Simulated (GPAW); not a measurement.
# TiC (Fm-3m) in GPAW: a series of runs

One crystal, TiC, is run at these levels: RPBE, revPBE+D3(BJ); tasks: single point, relaxation of cell and atoms.

All numbers are computed with GPAW 26.7.0; they aren't measurements. Logs are shortened: lines on timing, memory, paths and dates and some standing lists are left out, and cuts for length are marked. The log counts tension as positive stress, the text compression.

## (1) The structure

The structure is cubic, space group Fm-3m (No. 225). Conventional cell: a = 4.331 Å, b = 4.331 Å, c = 4.331 Å, α = 90.00°, β = 90.00°, γ = 90.00°. Ti (site symmetry m-3m) is surrounded by 6 C at 2.17 Å. C (site symmetry m-3m) is surrounded by 6 Ti at 2.17 Å.

The cell is a database's computed one.

## (2) Single point, RPBE

Contents of run.py:

```python
from ase import Atoms
from ase.dft.bandgap import bandgap
from ase.io import write
from ase.units import Bohr, GPa
from gpaw import GPAW, PW
from gpaw.elf import elf_from_dft_calculation

atoms = Atoms(['Ti', 'C'],
              cell=[[0.0, 2.1657188437, 2.1657188437],
                    [2.1657188437, 0.0, 2.1657188437],
                    [2.1657188437, 2.1657188437, 0.0]],
              scaled_positions=[[0.0, 0.0, 0.0],
                                [0.5, 0.5, 0.5]],
              pbc=True)

calc = GPAW(mode=PW(800),
            xc='RPBE',
            kpts={'size': (11, 11, 11), 'gamma': True},
            occupations={'name': 'methfessel-paxton', 'order': 0, 'width': 0.02},
            nbands=18,
            convergence={'density': 1e-05, 'energy': 1e-05},
            maxiter=150,
            txt='gpaw.txt')
atoms.calc = calc
energy = atoms.get_potential_energy()
forces = atoms.get_forces()
stress = atoms.get_stress()
calc.write('gs.gpw')
write('result.traj', atoms)
print(f'Energy: {energy:.6f} eV')
print('Forces (eV/A):')
print(forces.round(4))
print('Stress (GPa):', (stress / GPa).round(3))
print('Fermi level:', round(calc.get_fermi_level(), 4), 'eV')
print(f'Gap: {bandgap(calc)[0]:.4f} eV, direct: {bandgap(calc, direct=True)[0]:.4f} eV')

# fields on the real-space grid
write('density.cube', atoms, data=calc.get_pseudo_density() * Bohr**3)
write('potential.cube', atoms, data=calc.get_electrostatic_potential())
write('elf.cube', atoms, data=elf_from_dft_calculation(calc).data)
```

Potentials or basis: the program's PAW data sets (release 1.2.1) made for this functional, pw.

Started as:

```
> OMP_NUM_THREADS=1 python run.py
```

gpaw.txt:

```text
__  _  _
 | _ |_)|_||  |
 |__||  | ||/\| - 26.7.0

Input parameters:
  mode=PW(ecut=800.0),
  convergence={'density': 1e-05, 'energy': 1e-05},
  kpts=MonkhorstPack(size=(11, 11, 11), gamma=True),
  maxiter=150,
  nbands=18,
  occupations=Occupations(name='methfessel-paxton', order=0, width=0.02),
  xc=XC(name='RPBE')

Diagonalizing LCAO Hamiltonian
Converting LCAO to pw mode

              C

       Ti

Atoms  # Å, Bohr magnetons
|   | symbol |        x |        y |        z |    initial magnetic moments |
|---|--------|----------|----------|----------|-----------------------------|
| 0 |     Ti | 0.000000 | 0.000000 | 0.000000 | ( 0.0000,  0.0000,  0.0000) |
| 1 |      C | 2.165719 | 2.165719 | 2.165719 | ( 0.0000,  0.0000,  0.0000) |

Unit cell  # Å
| periodic |        x |        y |        z |  lengths |    angles |
|----------|----------|----------|----------|----------|-----------|
|      yes | 0.000000 | 2.165719 | 2.165719 | 3.062789 | 60.000000 |
|      yes | 2.165719 | 0.000000 | 2.165719 | 3.062789 | 60.000000 |
|      yes | 2.165719 | 2.165719 | 0.000000 | 3.062789 | 60.000000 |

Number of symmetries: 48
Symmetry operations  # r_c * U_cc + t_c -> r_c
|    | kind |            matrix            |
|----|------|------------------------------|
|  0 |  σ   |  1, 0, 0,  1, 0,-1,  1,-1, 0 |
|  1 |  C2  |  1, 0, 0,  1,-1, 0,  1, 0,-1 |
|  2 |  E   |  1, 0, 0,  0, 1, 0,  0, 0, 1 |
|  3 |  σ   |  1, 0, 0,  0, 0, 1,  0, 1, 0 |
|  4 |  C4  |  1, 0,-1,  1, 0, 0,  1,-1, 0 |
|  5 |  S6  |  1, 0,-1,  1,-1, 0,  1, 0, 0 |
|  6 |  σ   |  1, 0,-1,  0, 1,-1,  0, 0,-1 |
|  7 |  C3  |  1, 0,-1,  0, 0,-1,  0, 1,-1 |
|  8 |  S6  |  1,-1, 0,  1, 0, 0,  1, 0,-1 |
|  9 |  C4  |  1,-1, 0,  1, 0,-1,  1, 0, 0 |
| 10 |  C3  |  1,-1, 0,  0,-1, 1,  0,-1, 0 |
| 11 |  σ   |  1,-1, 0,  0,-1, 0,  0,-1, 1 |
| 12 |  σ   |  0, 1, 0,  1, 0, 0,  0, 0, 1 |
| 13 |  C4  |  0, 1, 0,  0, 1,-1, -1, 1, 0 |
| 14 |  C3  |  0, 1, 0,  0, 0, 1,  1, 0, 0 |
| 15 |  S6  |  0, 1, 0, -1, 1, 0,  0, 1,-1 |
| 16 |  C2  |  0, 1,-1,  1, 0,-1,  0, 0,-1 |
| 17 |  σ   |  0, 1,-1,  0, 1, 0, -1, 1, 0 |
| 18 |  S4  |  0, 1,-1,  0, 0,-1,  1, 0,-1 |
| 19 |  C4  |  0, 1,-1, -1, 1, 0,  0, 1, 0 |
| 20 |  C3  |  0, 0, 1,  1, 0, 0,  0, 1, 0 |
| 21 |  σ   |  0, 0, 1,  0, 1, 0,  1, 0, 0 |
| 22 |  S6  |  0, 0, 1,  0,-1, 1, -1, 0, 1 |
| 23 |  C4  |  0, 0, 1, -1, 0, 1,  0,-1, 1 |
| 24 |  S4  |  0, 0,-1,  1, 0,-1,  0, 1,-1 |
| 25 |  C3  |  0, 0,-1,  0, 1,-1,  1, 0,-1 |
| 26 |  C2  |  0, 0,-1,  0,-1, 0, -1, 0, 0 |
| 27 |  S6  |  0, 0,-1, -1, 0, 0,  0,-1, 0 |
| 28 |  S4  |  0,-1, 1,  1,-1, 0,  0,-1, 0 |
| 29 |  C4  |  0,-1, 1,  0, 0, 1, -1, 0, 1 |
| 30 |  C2  |  0,-1, 1,  0,-1, 0,  1,-1, 0 |
| 31 |  σ   |  0,-1, 1, -1, 0, 1,  0, 0, 1 |
| 32 |  C3  |  0,-1, 0,  1,-1, 0,  0,-1, 1 |
| 33 |  S6  |  0,-1, 0,  0, 0,-1, -1, 0, 0 |
| 34 |  S4  |  0,-1, 0,  0,-1, 1,  1,-1, 0 |
| 35 |  C2  |  0,-1, 0, -1, 0, 0,  0, 0,-1 |
| 36 |  C2  | -1, 1, 0,  0, 1, 0,  0, 1,-1 |
| 37 |  S6  | -1, 1, 0,  0, 1,-1,  0, 1, 0 |
| 38 |  S4  | -1, 1, 0, -1, 0, 1, -1, 0, 0 |
| 39 |  C3  | -1, 1, 0, -1, 0, 0, -1, 0, 1 |
| 40 |  S6  | -1, 0, 1,  0, 0, 1,  0,-1, 1 |
| 41 |  C2  | -1, 0, 1,  0,-1, 1,  0, 0, 1 |
| 42 |  C3  | -1, 0, 1, -1, 1, 0, -1, 0, 0 |
| 43 |  S4  | -1, 0, 1, -1, 0, 0, -1, 1, 0 |
| 44 |  C2  | -1, 0, 0,  0, 0,-1,  0,-1, 0 |
| 45 |  i   | -1, 0, 0,  0,-1, 0,  0, 0,-1 |
| 46 |  σ   | -1, 0, 0, -1, 1, 0, -1, 0, 1 |
| 47 |  C2  | -1, 0, 0, -1, 0, 1, -1, 1, 0 |

BZ-sampling:
  Number of BZ points: 1331
  Number of IBZ points: 56

  Monkhorst-Pack size: [11, 11, 11]
  Monkhorst-Pack shift: [0, 0, 0]

K-points  # in reciprocal-cell coordinates
|     |                                coordinates |     weight |
|-----|--------------------------------------------|------------|
|   0 | (  0.00000000,   0.00000000,   0.00000000) | 0.00075131 |
|   1 | (  0.09090909,   0.09090909,   0.00000000) | 0.00450789 |
|   2 | (  0.09090909,   0.09090909,   0.09090909) | 0.00601052 |
|   3 | (  0.18181818,   0.09090909,   0.09090909) | 0.00901578 |
|   4 | (  0.18181818,   0.18181818,   0.00000000) | 0.00450789 |
|   5 | (  0.18181818,   0.18181818,   0.09090909) | 0.01803156 |
|   6 | (  0.18181818,   0.18181818,   0.18181818) | 0.00601052 |
|   7 | (  0.27272727,   0.18181818,   0.09090909) | 0.01803156 |
|   8 | (  0.27272727,   0.18181818,   0.18181818) | 0.01803156 |
|   9 | (  0.27272727,   0.27272727,   0.00000000) | 0.00450789 |
| ... |                                            |            |
|  55 | (  0.45454545,   0.45454545,   0.45454545) | 0.00601052 |

Plane wave coefficients: 1054
Cutoff: 800.0 eV

Spin-components: 1 (collinear spins)
Bands:           18
Projectors:      11
Spin-degeneracy: 2
Datatype:        complex128

Parallelization:
  kpt:    1
  domain: 1
  band:   1

Density:
  Valence electrons: 16.0
  Components: 1
  Grid points: [20 20 20]
  Charge: 0.0  # |e|

Potential:
  Grid points: [20 20 20]

species:
  Ti:
    name:    Titanium
    Z:       22.0
    valence: 12
    core:    10
    charge:  0.0  # [|e|]
    compensation charges:
      type: gauss
      rc: 0.38  # [Å]
      lmax: 2
    cutoffs:
      filter: 2.23  # [Å]
      core: 1.02  # [Å]
    projectors
    | kind |    occ | energy [eV] | rcut [Å] |
    |------|--------|-------------|----------|
    |   3s |  2.000 |     -62.726 |    1.270 |
    |   4s |  2.000 |      -4.420 |    1.270 |
    |   3p |  6.000 |     -38.898 |    1.058 |
    |   4p |  0.000 |      -1.472 |    1.058 |
    |   3d |  2.000 |      -4.207 |    1.058 |
    |    d |        |      23.004 |    1.058 |

    Using partial waves for Ti as LCAO basis

  C:
    name:    Carbon
    Z:       6.0
    valence: 4
    core:    2
    charge:  0.0  # [|e|]
    compensation charges:
      type: gauss
      rc: 0.20  # [Å]
      lmax: 2
    cutoffs:
      filter: 1.14  # [Å]
      core: 1.14  # [Å]
    projectors
    | kind |    occ | energy [eV] | rcut [Å] |
    |------|--------|-------------|----------|
    |   2s |  2.000 |     -13.815 |    0.635 |
    |   2p |  2.000 |      -5.254 |    0.635 |
    |    s |        |      13.396 |    0.635 |
    |    p |        |      21.957 |    0.635 |
    |    d |        |       0.000 |    0.635 |

    Using partial waves for C as LCAO basis

Reference energy: -24258.137891  # eV

eigensolver:
  PPCG
  Converge bands: occupied
  niter=2

density mixing:
  MSR1-Mixer
  Pratt-step length: 0.05
  Maximum mixing coefficient: 0.75
  Old densities: 10
  SVD Regularization: 0.005
  Good broyden scale: 1.0
  Trust region scale: 1.0
  Backstep threshold: 4.0
  History deletion threshold: 6.0
  Fourier metric: weight=20.0, sigma=0.015

occupation numbers:
  Methfessel-Paxton:
    width: 0.0200  # eV
    order: 0

poisson solver:
  ecut: 6400.0  # eV

xc functional:
  name: RPBE with 2 nearest neighbor stencil

convergence criteria:
[... 6 lines left out ...]
|iter     | |      energy | eigst |  dens |
|---------|-|-------------|-------|-------|
|iter:   1| |  -18.948337 | -0.38 |       |
|iter:   2| |  -18.093742 | -2.51 | -0.79 |
|iter:   3| |  -16.658209 | -1.28 | -0.87 |
|iter:   4| |  -16.639547 | -2.72 | -1.57 |
|iter:   5| |  -16.653563 | -3.31 | -1.80 |
|iter:   6| |  -16.653446 | -3.96 | -2.41 |
|iter:   7| |  -16.653450c| -5.88 | -3.28 |
|iter:   8| |  -16.653451c| -6.43 | -3.64 |
|iter:   9| |  -16.653451c| -7.70c| -4.89 |
|iter:  10| |  -16.653451c| -8.38c| -5.32c|

Converged in 10 steps
Energy contributions relative to reference atoms: (reference = -24258.137891)

Energy contributions:
  Kinetic:          16.959414
  Coulomb:         -18.177550
  Zero:              0.126129
  External:          0.000000
  Xc:              -15.561333
  Entropy:          -0.000221
  Spinorbit:         0.000000
  ----------------------------
  Free energy:     -16.653562
  Extrapolated:    -16.653451

dipole moment: (-13.827209, -13.827209, -13.827209)  # |e|*Ang

Fermi level: 10.462
Eigenvalues  # (at kpt = [0.000, 0.000, 0.000])
| band index |      eig [eV] | occ [0-2] |
|------------|---------------|-----------|
|          0 |       -46.392 |     2.000 |
|          1 |       -22.365 |     2.000 |
|          2 |       -22.365 |     2.000 |
|          3 |       -22.365 |     2.000 |
|          4 |        -2.139 |     2.000 |
|          5 |        11.032 |     0.000 |
|          6 |        11.032 |     0.000 |
|          7 |        11.032 |     0.000 |
|          8 |        11.982 |     0.000 |
|          9 |        11.982 |     0.000 |
|         10 |        11.982 |     0.000 |
|         11 |        12.037 |     0.000 |
|         12 |        12.037 |     0.000 |
|        ... |               |           |
|         17 |        30.082 |     0.000 |

No gap
No difference between direct/indirect transitions

Forces  # eV/Ang
|        x |        y |       z |
|----------|----------|---------|
| -0.00000 | -0.00000 | 0.00000 |  # Ti   0
|  0.00000 | -0.00000 | 0.00000 |  # C    1

Stress tensor  # eV/Ang^3
|         x |         y |         z |
|-----------|-----------|-----------|
| -0.034951 |  0.000000 |  0.000000 |
|  0.000000 | -0.034951 | -0.000000 |
|  0.000000 | -0.000000 | -0.034951 |

# Writing to gs.gpw (mode='')
```

Wall time 20 s (1 thread of Intel Xeon Platinum 8259CL at 2.50GHz (Skylake/Cascade Lake), shared host); peak memory 0.16 GiB.

What came out:

```yaml
Free_energy: -16.6536 eV
Pressure: 5.6 GPa
Band_gap_on_the_k_mesh: none (metal or under the smearing width)
```

## (3) Relaxation of cell and atoms, revPBE+D3(BJ), target pressure 2 GPa, at which the enthalpy is minimised

Contents of run.py:

```python
from ase.calculators.mixing import SumCalculator
from ase.filters import FrechetCellFilter
from ase.io import read, write
from ase.optimize import LBFGS
from ase.units import GPa
from dftd3.ase import DFTD3
from gpaw import GPAW, PW

atoms = read('POSCAR')

calc = GPAW(mode=PW(800),
            xc='revPBE',
            kpts={'size': (11, 11, 11), 'gamma': True},
            occupations={'name': 'improved-tetrahedron-method'},
            nbands=18,
            convergence={'density': 1e-05, 'forces': 0.0001},
            maxiter=150,
            txt='gpaw.txt')
atoms.calc = SumCalculator([calc, DFTD3(method='revpbe', damping='d3bj')])
opt = LBFGS(FrechetCellFilter(atoms, scalar_pressure=2 * GPa), trajectory='relax.traj', logfile='-')
done = opt.run(fmax=0.02, steps=60)
calc.write('gs.gpw')
write('result.traj', atoms)
print('Converged:', done)
print('Cell:', atoms.cell.cellpar().round(4))
print('Volume:', round(atoms.get_volume(), 4))
print(atoms.get_scaled_positions().round(5))
```

Contents of POSCAR:

```
TiC
1.0
    0.0000000000      2.1657188437      2.1657188437
    2.1657188437      0.0000000000      2.1657188437
    2.1657188437      2.1657188437      0.0000000000
Ti C
1 1
Direct
    0.0000000000      0.0000000000      0.0000000000
    0.5000000000      0.5000000000      0.5000000000
```

Potentials or basis: the program's PAW data sets (release 1.2.1) made for this functional, pw.

Started as:

```
> OMP_NUM_THREADS=1 python run.py
```

It took 67 s on 1 thread of Intel Xeon Platinum 8259CL at 2.50GHz (Skylake/Cascade Lake), shared host; peak memory 0.22 GiB.

The run converged. Its results:

| Quantity | Value |
| --- | --- |
| Free energy | -18.5360 eV |
| Relaxed volume | 9.70 Å³/atom |
| Relaxed cell | a = 3.016 Å, b = 3.016 Å, c = 3.016 Å, α = 60.00°, β = 60.00°, γ = 60.00° |
| Space group after relaxing (to 0.05 Å) | Fm-3m (No. 225) |
| Energy change on relaxing (the enthalpy is what falls) | -10.1 meV/atom |
| Ionic steps | 4 |
| Pressure after relaxing | 2.0 GPa |
| Band gap on the k mesh | none (metal or under the smearing width) |
| Dispersion energy per atom | -0.894 eV |

The path:
| step | energy change (eV) | largest force (eV/Å) | pressure (GPa) | volume (Å³) |
| --- | --- | --- | --- | --- |
| 1 | 0.0000 | 0.0000 | -9.78 | 20.32 |
| 2 | -0.0147 | 0.0000 | -5.95 | 19.99 |
| 3 | -0.0197 | 0.0000 | 2.41 | 19.37 |
| 4 | -0.0202 | 0.0000 | 1.99 | 19.40 |

Final structure:
```
Ti C
1.0
     0.00000    2.13266    2.13266
     2.13266    0.00000    2.13266
     2.13266    2.13266    0.00000
Ti C
1 1
Direct
  0.00000 0.00000 0.00000
  0.50000 0.50000 0.50000
```

Levels at points of the mesh, in eV from the Fermi level:
```tsv
k point	band 4	band 5	band 6	band 7	band 8	band 9	band 10	band 11	band 12	band 13
(0.00, 0.00, 0.00)	-32.53	-12.69	0.69	0.69	0.69	1.69	1.69	1.69	1.79	1.79
```

Caveat: later steps reuse the first step's grids; pairwise dispersion overbinds metals, which lowers pressure and volume.
